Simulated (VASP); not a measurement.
# CaO (P6_3/mmc) in VASP: further runs

Aim: see how the results for CaO move with the level of theory and the settings. Levels: r2SCAN, r2SCAN+rVV10. Tasks: relaxation of cell and atoms.

All numbers are computed with VASP 6.6.1; they aren't measurements. Logs are shortened: lines on timing, memory, paths and dates and some standing lists are left out, and cuts for length are marked.

## 1. The structure

Symmetry: P6_3/mmc, No. 194, hexagonal system. The conventional cell has a = 3.992 Å, b = 3.992 Å, c = 4.785 Å, α = 90.00°, β = 90.00°, γ = 120.00°. Ca (site symmetry -6m2) is surrounded by 5 O at 2.30 to 2.39 Å. O (site symmetry -6m2) has 5 Ca at 2.30 to 2.39 Å as nearest neighbours.

The cell comes from a database or a generator and needn't be the stable form of this composition.

## 2. Relaxation of cell and atoms, r2SCAN

File INCAR:

```
PREC = Accurate
ENCUT = 600
EDIFF = 1E-7
ISMEAR = 0
SIGMA = 0.02
LREAL = False
LASPH = True
NELM = 60
ALGO = Normal
ISIF = 3
LWAVE = False
LCHARG = False
METAGGA = R2SCAN
LMIXTAU = True
IBRION = 2
NSW = 90
EDIFFG = -0.005
```

File KPOINTS:

```
Automatic mesh
0
Gamma
  9 9 6
```

File POSCAR:

```
CaO
1.0
    3.9919758200      0.0000000000      0.0000000000
   -1.9959879100      3.4571524800      0.0000000000
    0.0000000000      0.0000000000      4.7848400100
Ca O
2 2
Direct
    0.3333333300      0.6666666700      0.7500000000
    0.6666666700      0.3333333300      0.2500000000
    0.3333333300      0.6666666700      0.2500000000
    0.6666666700      0.3333333300      0.7500000000
```

Potentials or basis: VASP PAW PBE potentials, release 64 (Ca_sv, O).

Launch:

```bash
cat potpaw_PBE.64/Ca_sv/POTCAR potpaw_PBE.64/O/POTCAR > POTCAR
mpirun -np 1 vasp_std > vasp.out
```

OUTCAR:

```text
PREC = Accurate
   ENCUT = 600
   EDIFF = 1E-7
   ISMEAR = 0
   LREAL = False
   LASPH = True
   NELM = 60
   ISIF = 3
   METAGGA = R2SCAN
   IBRION = 2
   NSW = 90
   EDIFFG = -0.005

 ion  position               nearest neighbor table
   1  0.333  0.667  0.750-   4 2.30   4 2.30   4 2.30   3 2.39   3 2.39
   2  0.667  0.333  0.250-   3 2.30   3 2.30   3 2.30   4 2.39   4 2.39
   3  0.333  0.667  0.250-   2 2.30   2 2.30   2 2.30   1 2.39   1 2.39
   4  0.667  0.333  0.750-   1 2.30   1 2.30   1 2.30   2 2.39   2 2.39

  LATTYP: Found a hexagonal cell.
 ALAT       =     3.9919758200
 C/A-ratio  =     1.1986144771

  Lattice vectors:

 A1 = (   3.9919758200,   0.0000000000,   0.0000000000)
 A2 = (  -1.9959879100,   3.4571524800,   0.0000000000)
 A3 = (   0.0000000000,   0.0000000000,   4.7848400100)

Analysis of symmetry for initial positions (statically):
=====================================================================
 Subroutine PRICEL returns:
 Original cell was already a primitive cell.

 Routine SETGRP: Setting up the symmetry group for a
 hexagonal supercell.

 Subroutine GETGRP returns: Found 24 space group operations
 (whereof 12 operations were pure point group operations)
 out of a pool of 24 trial point group operations.

The static configuration has the point symmetry D_3d.
 The point group associated with its full space group is D_6h.

Analysis of symmetry for dynamics (positions and initial velocities):
=====================================================================
 Subroutine PRICEL returns:
 Original cell was already a primitive cell.

 Routine SETGRP: Setting up the symmetry group for a
 hexagonal supercell.

 Subroutine GETGRP returns: Found 24 space group operations
 (whereof 12 operations were pure point group operations)
 out of a pool of 24 trial point group operations.

The dynamic configuration has the point symmetry D_3d.
 The point group associated with its full space group is D_6h.

 Subroutine INISYM returns: Found 24 space group operations
 (whereof 12 operations are pure point group operations),
 and found     1 'primitive' translations

----------------------------------------------------------------------------------------

                                     Primitive cell

  volume of cell :      66.0350

  direct lattice vectors                    reciprocal lattice vectors
     3.991975820  0.000000000  0.000000000     0.250502519  0.144627697  0.000000000
    -1.995987910  3.457152480  0.000000000     0.000000000  0.289255393  0.000000000
     0.000000000  0.000000000  4.784840010     0.000000000  0.000000000  0.208993404

  length of vectors
     3.991975820  3.991975827  4.784840010     0.289255394  0.289255393  0.208993404

  position of ions in fractional coordinates (direct lattice)
     0.333333330  0.666666670  0.750000000
     0.666666670  0.333333330  0.250000000
     0.333333330  0.666666670  0.250000000
     0.666666670  0.333333330  0.750000000

  ion indices of the primitive-cell ions
   primitive index   ion index
                 1           1
                 2           2
                 3           3
                 4           4

----------------------------------------------------------------------------------------

 KPOINTS: Automatic mesh

Automatic generation of k-mesh.
 Grid dimensions read from file:
 generate k-points for:    9    9    6

 Generating k-lattice:

  Cartesian coordinates                     Fractional coordinates (reciprocal lattice)
[... 60 lines left out ...]
   EDIFF  = 0.1E-06   stopping-criterion for ELM
   LREAL  =      F    real-space projection
   EDIFFG = -.5E-02   stopping-criterion for IOM
   NSW    =     90    number of steps for IOM
   IBRION =      2    ionic relax: 0-MD 1-quasi-New 2-CG
   NFREE  =      1    steps in history (QN), initial steepest desc. (CG)
   ISIF   =      3    stress and relaxation
   ISYM   =      2    0-nonsym 1-usesym 2-fastsym
   POTIM  = 0.5000    time-step for ionic-motion
   TEBEG  =    0.0;   TEEND  =   0.0 temperature during run
   PSTRESS=    0.0 pullay stress
   NELECT =      32.0000    total number of electrons
   NUPDOWN=      -1.0000    fix difference up-down
   EMIN   =  10.00;   EMAX   =-10.00  energy-range for DOS
   EFERMI =   0.00;   METHOD = LEGACY
   ISMEAR =     0;   SIGMA  =   0.02  broadening in eV -4-tet -1-fermi 0-gaus
   EFERMI_NEDOS =   21; number of points for ismear=-14 and -15
   IALGO  =     38    algorithm
   IMIX   =      4    mixing-type and parameters
     AMIX     =   0.40;   BMIX     =  1.00
     AMIX_MAG =   1.60;   BMIX_MAG =  1.00
  volume/ion in A,a.u.               =      16.51       111.41
  Fermi-wavevector in a.u.,A,eV,Ry     =   1.285879  2.429960 22.497037  1.653486
  Thomas-Fermi vector in A             =   2.417987
   LORBIT       =      0    0 simple, 1 ext, 2 COOP (PROOUT), +10 PAW based schemes
   METAGGA = R2SCAN    functional components
   LHFCALC =     F    Hartree Fock is set to
   AEXX    =    0.0000 exact exchange contribution
   IVDW    =     0    specifies the selected vdW correction
   LEPSILON=     F    determine dielectric tensor
   LRPA    =     F    only Hartree local field effects (RPA)
 conjugate gradient relaxation of ions
 non-spin polarized calculation
 Gauss-broadening in eV      SIGMA  =   0.02
  energy-cutoff  :      600.00
  volume of cell :       66.03
 maximum number of plane-waves:      2226
 NGX is ok and might be reduce to    32
   NGX = 15   NGY = 15   NGZ = 19

--------------------------------------- Ionic step        1  -------------------------------------------

 number of electron      32.0000000 magnetization

 Free energy of the ion-electron system (eV)
  ---------------------------------------------------
  ext. energy  EPLUGINS =         0.00000000
  ---------------------------------------------------
  free energy    TOTEN  =       -38.49706730 eV

  energy without entropy =      -38.49706730  energy(sigma->0) =      -38.49706730

------------------------ aborting loop because EDIFF is reached ----------------------------------------

  FORCE on cell =-STRESS in cart. coord.  units (eV):
  Direction    XX          YY          ZZ          XY          YZ          ZX
  --------------------------------------------------------------------------------------
  -------------------------------------------------------------------------------------
  Total        0.0375710      0.0375710     -0.0526240      0.0000000      0.0000000      0.0000000
  in kB        0.9115684      0.9115684     -1.2767923      0.0000000      0.0000000      0.0000000
  external PRESSURE =       0.1821148 kB  Pullay stress =       0.0000000 kB

 VOLUME and BASIS-vectors are now :
 -----------------------------------------------------------------------------
  energy-cutoff  :      600.00
  volume of cell :       66.03
      direct lattice vectors                 reciprocal lattice vectors
     3.991975820  0.000000000  0.000000000     0.250502519  0.144627697  0.000000000
    -1.995987910  3.457152480  0.000000000     0.000000000  0.289255393  0.000000000
     0.000000000  0.000000000  4.784840010     0.000000000  0.000000000  0.208993404

 POSITION                                       TOTAL-FORCE (eV/Angst)
 -----------------------------------------------------------------------------------
     -0.00000      2.30477      3.58863        -0.000000      0.000000      0.000000
      1.99599      1.15238      1.19621         0.000000     -0.000000      0.000000
     -0.00000      2.30477      1.19621        -0.000000     -0.000000      0.000000
      1.99599      1.15238      3.58863        -0.000000      0.000000      0.000000
 -----------------------------------------------------------------------------------
    total drift:                               -0.000003      0.000001     -0.000000

  FREE ENERGIE OF THE ION-ELECTRON SYSTEM (eV)
  ---------------------------------------------------
  free  energy   TOTEN  =       -38.4970673017 eV

  energy  without entropy=      -38.4970673017  energy(sigma->0) =      -38.49706730

--------------------------------------- Ionic step        2  -------------------------------------------

 number of electron      32.0000000 magnetization

 Free energy of the ion-electron system (eV)
  ---------------------------------------------------
  ext. energy  EPLUGINS =         0.00000000
  ---------------------------------------------------
  free energy    TOTEN  =       -38.49710995 eV

  energy without entropy =      -38.49710995  energy(sigma->0) =      -38.49710995

 E-fermi :   1.1209     XC(G=0):  -9.9556

 val. band max:        1.0009247752   @ k =   0.0000   0.0000   0.0000
 cond. band min:       4.5786695645   @ k =   0.0000   0.0000   0.0000
 fundamental gap:      3.5777447893
 Fermi energy:         1.1208667030

 k-point     1 :       0.0000    0.0000    0.0000
  band No.  band energies     occupation
      1     -38.0635      2.00000
      2     -37.9342      2.00000
      3     -18.5221      2.00000
      4     -18.2815      2.00000
      5     -18.2814      2.00000
      6     -18.0868      2.00000
[... 541 lines left out ...]
     19       8.7077      0.00000
     20       9.1908      0.00000

 [... further k-points ...]
[... 5 lines left out ...]
  --------------------------------------------------------------------------------------
  -------------------------------------------------------------------------------------
  Total        0.0084952      0.0084952     -0.0167498      0.0000000      0.0000000      0.0000000
  in kB        0.2060599      0.2060599     -0.4062824      0.0000000      0.0000000      0.0000000
  external PRESSURE =       0.0019458 kB  Pullay stress =       0.0000000 kB

 VOLUME and BASIS-vectors are now :
 -----------------------------------------------------------------------------
  energy-cutoff  :      600.00
  volume of cell :       66.05
      direct lattice vectors                 reciprocal lattice vectors
     3.993784708  0.000000000  0.000000000     0.250389060  0.144562191 -0.000000000
    -1.996892354  3.458719023  0.000000000    -0.000000000  0.289124382 -0.000000000
     0.000000000  0.000000000  4.781803168     0.000000000 -0.000000000  0.209126132

 POSITION                                       TOTAL-FORCE (eV/Angst)
 -----------------------------------------------------------------------------------
     -0.00000      2.30581      3.58635        -0.000000      0.000000      0.000000
      1.99689      1.15291      1.19545         0.000000     -0.000000     -0.000000
     -0.00000      2.30581      1.19545         0.000000      0.000000      0.000000
      1.99689      1.15291      3.58635         0.000000     -0.000000     -0.000000
 -----------------------------------------------------------------------------------
    total drift:                               -0.000003      0.000001     -0.000000

  FREE ENERGIE OF THE ION-ELECTRON SYSTEM (eV)
  ---------------------------------------------------
  free  energy   TOTEN  =       -38.4971099499 eV

  energy  without entropy=      -38.4971099499  energy(sigma->0) =      -38.49710995

 reached required accuracy - stopping structural energy minimisation
```

Wall time 9.1 min (1 thread of Intel Xeon Platinum 8175M at 2.50GHz (Skylake/Cascade Lake), shared host); peak memory 0.25 GiB.

Results:

```yaml
Free_energy: -38.4971 eV
Relaxed_volume: 16.51 Å³/atom
Relaxed_cell: a = 3.994 Å, b = 3.994 Å, c = 4.782 Å, α = 90.00°, β = 90.00°, γ = 120.00°
Space_group_after_relaxing_to_0.05_Å: P6_3/mmc (No. 194)
Energy_gained_by_relaxing: 0.0 meV/atom
Ionic_steps: 2
Pressure_after_relaxing: 0.0 GPa
Band_gap_on_the_k_mesh: 3.58 eV, direct
```

Final structure:
```cif
data_structure
_symmetry_space_group_name_H-M 'P 1'
_symmetry_Int_Tables_number 1
_cell_length_a 3.9938
_cell_length_b 3.9938
_cell_length_c 4.7818
_cell_angle_alpha 90.000
_cell_angle_beta 90.000
_cell_angle_gamma 120.000
_cell_volume 66.05
loop_
_atom_site_label
_atom_site_type_symbol
_atom_site_fract_x
_atom_site_fract_y
_atom_site_fract_z
_atom_site_occupancy
Ca1 Ca 0.33333 0.66667 0.75000 1
Ca2 Ca 0.66667 0.33333 0.25000 1
O1 O 0.33333 0.66667 0.25000 1
O2 O 0.66667 0.33333 0.75000 1
```

Caveat: the PAW data sets were made with another functional, which shifts forces and pressure a little; an odd mesh through Γ misses points on the zone boundary, where band edges often lie. r2SCAN opens gaps a little over a GGA but as a rule still falls short of measured ones.

## 3. Relaxation of cell and atoms, r2SCAN+rVV10

Changes to INCAR since step 2:

```diff
@@ -14,2 +14,6 @@
 LMIXTAU = True
+LUSE_VDW = True
+IVDW_NL = 2
+BPARAM = 11.95
+CPARAM = 0.0093
 IBRION = 2
```

KPOINTS is that of step 2.

POSCAR is that of step 2.

Potentials or basis: VASP PAW PBE potentials, release 64 (Ca_sv, O).

Launch:

```bash
cat potpaw_PBE.64/Ca_sv/POTCAR potpaw_PBE.64/O/POTCAR > POTCAR
mpirun -np 1 vasp_std > vasp.out
```

OUTCAR:

```text
PREC = Accurate
   ENCUT = 600
   EDIFF = 1E-7
   ISMEAR = 0
   LREAL = False
   LASPH = True
   NELM = 60
   ISIF = 3
   METAGGA = R2SCAN
   IVDW_NL = 2
   BPARAM = 11.95
   IBRION = 2
   NSW = 90
   EDIFFG = -0.005

 ion  position               nearest neighbor table
   1  0.333  0.667  0.750-   4 2.30   4 2.30   4 2.30   3 2.39   3 2.39
   2  0.667  0.333  0.250-   3 2.30   3 2.30   3 2.30   4 2.39   4 2.39
   3  0.333  0.667  0.250-   2 2.30   2 2.30   2 2.30   1 2.39   1 2.39
   4  0.667  0.333  0.750-   1 2.30   1 2.30   1 2.30   2 2.39   2 2.39

  LATTYP: Found a hexagonal cell.
 ALAT       =     3.9919758200
 C/A-ratio  =     1.1986144771

  Lattice vectors:

 A1 = (   3.9919758200,   0.0000000000,   0.0000000000)
 A2 = (  -1.9959879100,   3.4571524800,   0.0000000000)
 A3 = (   0.0000000000,   0.0000000000,   4.7848400100)

Analysis of symmetry for initial positions (statically):
=====================================================================
 Subroutine PRICEL returns:
 Original cell was already a primitive cell.

 Routine SETGRP: Setting up the symmetry group for a
 hexagonal supercell.

 Subroutine GETGRP returns: Found 24 space group operations
[... 179 lines left out ...]

  FORCE on cell =-STRESS in cart. coord.  units (eV):
  Direction    XX          YY          ZZ          XY          YZ          ZX
  --------------------------------------------------------------------------------------
  -------------------------------------------------------------------------------------
  Total       -0.2872833     -0.2872833     -0.3713452      0.0000000      0.0000000      0.0000000
  in kB       -6.9702294     -6.9702294     -9.0097877      0.0000000      0.0000000      0.0000000
  external PRESSURE =      -7.6500822 kB  Pullay stress =       0.0000000 kB
[... 63 lines left out ...]
--------------------------------------- Ionic step        3  -------------------------------------------

 number of electron      32.0000001 magnetization

 Free energy of the ion-electron system (eV)
  ---------------------------------------------------
  ext. energy  EPLUGINS =         0.00000000
  ---------------------------------------------------
  free energy    TOTEN  =       -37.57837133 eV

  energy without entropy =      -37.57837133  energy(sigma->0) =      -37.57837133

 E-fermi :   1.1873     XC(G=0): -10.0684

 val. band max:        1.0155067353   @ k =   0.0000   0.0000   0.0000
 cond. band min:       4.5209605380   @ k =   0.0000   0.0000   0.0000
 fundamental gap:      3.5054538027
 Fermi energy:         1.1873124938

 k-point     1 :       0.0000    0.0000    0.0000
  band No.  band energies     occupation
      1     -37.9718      2.00000
      2     -37.8371      2.00000
      3     -18.4480      2.00000
      4     -18.1959      2.00000
      5     -18.1959      2.00000
      6     -17.9948      2.00000
[... 541 lines left out ...]
     19       8.7325      0.00000
     20       9.2453      0.00000

 [... further k-points ...]
[... 5 lines left out ...]
  --------------------------------------------------------------------------------------
  -------------------------------------------------------------------------------------
  Total        0.0001059      0.0001059      0.0011546      0.0000000     -0.0000000      0.0000000
  in kB        0.0025909      0.0025909      0.0282412      0.0000000     -0.0000000      0.0000000
  external PRESSURE =       0.0111410 kB  Pullay stress =       0.0000000 kB
[... 19 lines left out ...]
  FREE ENERGIE OF THE ION-ELECTRON SYSTEM (eV)
  ---------------------------------------------------
  free  energy   TOTEN  =       -37.5783713255 eV

  energy  without entropy=      -37.5783713255  energy(sigma->0) =      -37.57837133

 reached required accuracy - stopping structural energy minimisation
```

OSZICAR:

```text
N       E                     dE             d eps       ncg     rms          rms(c)
DAV:   1     0.354817605972E+03    0.35482E+03   -0.18575E+04  1920   0.182E+03
DAV:   2    -0.137260550240E+02   -0.36854E+03   -0.35275E+03  2148   0.485E+02
DAV:   3    -0.493269169434E+02   -0.35601E+02   -0.35389E+02  3180   0.137E+02
[... 46 lines left out ...]
DAV:   6    -0.375783782906E+02   -0.60475E-05   -0.17378E-05  2076   0.482E-02    0.999E-03
DAV:   7    -0.375783695329E+02    0.87577E-05   -0.25474E-05  3076   0.479E-02    0.384E-03
DAV:   8    -0.375783722243E+02   -0.26914E-05   -0.65022E-06  2232   0.268E-02    0.158E-03
DAV:   9    -0.375783713099E+02    0.91447E-06   -0.66616E-07  2144   0.694E-03    0.898E-04
DAV:  10    -0.375783713255E+02   -0.15633E-07   -0.16542E-08  1348   0.127E-03
   3 F= -.37578371E+02 E0= -.37578371E+02  d E =-.130409E-02
```

Run time: 17 min. Hardware: 1 thread of Intel Xeon Platinum 8175M at 2.50GHz (Skylake/Cascade Lake), shared host; peak memory 0.42 GiB.

Results:

| Property | Result |
| --- | --- |
| Free energy | -37.5784 eV |
| Relaxed volume | 16.38 Å³/atom |
| Relaxed cell | a = 3.982 Å, b = 3.982 Å, c = 4.770 Å, α = 90.00°, β = 90.00°, γ = 120.00° |
| Space group after relaxing (to 0.05 Å) | P6_3/mmc (No. 194) |
| Energy gained by relaxing | 0.3 meV/atom |
| Ionic steps | 3 |
| Pressure after relaxing | 0.0 GPa |
| Band gap on the k mesh | 3.51 eV, direct |

The path:
```
step  energy change (eV)  largest force (eV/Å)  pressure (GPa)  volume (Å³)
   1              0.0000                0.0000           -0.77        66.03
   2             -0.0011                0.0000            0.33        65.28
   3             -0.0013                0.0000            0.00        65.50
```

Final structure:
```yaml
crystal:
  lattice:
    - [3.98218, 0.00000, 0.00000]
    - [-1.99109, 3.44867, 0.00000]
    - [0.00000, 0.00000, 4.76966]
  atoms:
    - { symbol: Ca, position: [0.33333, 0.66667, 0.75000] }
    - { symbol: Ca, position: [0.66667, 0.33333, 0.25000] }
    - { symbol: O, position: [0.33333, 0.66667, 0.25000] }
    - { symbol: O, position: [0.66667, 0.33333, 0.75000] }
```

Caveat: the PAW data sets were made with another functional, which shifts forces and pressure a little; an odd mesh through Γ misses points on the zone boundary, where band edges often lie. r2SCAN opens gaps a little over a GGA but as a rule still falls short of measured ones.
